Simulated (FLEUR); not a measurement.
The system is CdS (Greenockite).

```
CELL_PARAMETERS angstrom
4.15000 0.00000 0.00000
-2.07500 3.59401 0.00000
0.00000 0.00000 6.73700
ATOMIC_POSITIONS crystal
Cd 0.66667 0.33333 0.50000
Cd 0.33333 0.66667 0.00000
S 0.66667 0.33333 0.87500
S 0.33333 0.66667 0.37500
```

Base run:

| Property | Result |
| --- | --- |
| Program | FLEUR MaX-R8.1 (patched build s14) |
| Functional | revPBE |
| Potentials or basis | all-electron |
| Basis | FLAPW |
| Kmax | 4.21 1/bohr |
| k mesh | 7 × 7 × 4 |
| Occupations | fermi-dirac, width 0.05 eV |
| Spin | no spin polarisation |

Its results: band gap on the k mesh 1.34 eV, direct.

**Question.** The run is repeated on the same cell with these changes: functional from revPBE to PBE; k mesh from 7 × 7 × 4 to 3 × 3 × 2. What comes out?

**Answer.** Band gap on the k mesh 1.17 eV, direct.

Several settings changed at once, so the effect can't be laid on one alone.

Caveats: some runs use coarse meshes.
